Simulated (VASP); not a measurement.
Given:

```
CELL_PARAMETERS angstrom
      4.25678     0.00000     0.00000
      0.00000     4.25678     0.00000
      0.00000     0.00000    27.04000
ATOMIC_POSITIONS crystal
  Li 0.00000 0.50000 0.33303
  Li 0.50000 0.00000 0.44434
  Li 0.00000 0.50000 0.55566
  Li 0.50000 0.00000 0.66697
  I  0.00000 0.50000 0.44434
  I  0.50000 0.00000 0.33303
  I  0.00000 0.50000 0.66697
  I  0.50000 0.00000 0.55566
```

Method: PBE GGA, VASP's PBE PAW potentials (set 64) (plane waves; VASP). Settings: PREC = Normal, EDIFF = 1E-5, 450 eV cut-off, 5×5×1 Γ-centred mesh, Gaussian smearing of 0.050 eV, potentials Li_sv I.

At this cut-off the stress carries a Pulay error, which pulls relaxed volumes low.

Problem. The ions are relaxed. Which structure does the run end with?

Solution. 
```
CELL_PARAMETERS angstrom
      4.25678     0.00000     0.00000
      0.00000     4.25678     0.00000
      0.00000     0.00000    27.04000
ATOMIC_POSITIONS crystal
  Li 0.00000 0.50000 0.34237
  Li 0.50000 0.00000 0.43648
  Li 0.00000 0.50000 0.56352
  Li 0.50000 0.00000 0.65763
  I  0.00000 0.50000 0.44561
  I  0.50000 0.00000 0.32934
  I  0.00000 0.50000 0.67066
  I  0.50000 0.00000 0.55439
```

Problem. How much energy does the relaxation gain?

Solution. The energy (σ→0) changes by -11.7 meV/atom, in 11 ionic steps.

```csv
step,E(σ→0) (eV),max force (eV/Å),pressure (GPa),volume (Å³)
1,-23.1187,0.247,-0.33,489.97
2,-23.1288,0.233,-0.34,489.97
3,-23.1543,0.190,-0.35,489.97
4,-23.1807,0.110,-0.38,489.97
5,-23.1821,0.121,-0.38,489.97
6,-23.1884,0.110,-0.38,489.97
7,-23.2008,0.083,-0.38,489.97
8,-23.1962,0.227,-0.36,489.97
9,-23.2043,0.111,-0.37,489.97
10,-23.2105,0.062,-0.33,489.97
11,-23.2124,0.016,-0.29,489.97
```

The cell is a thin slab with vacuum, built from LiI (rock salt): (100) face.
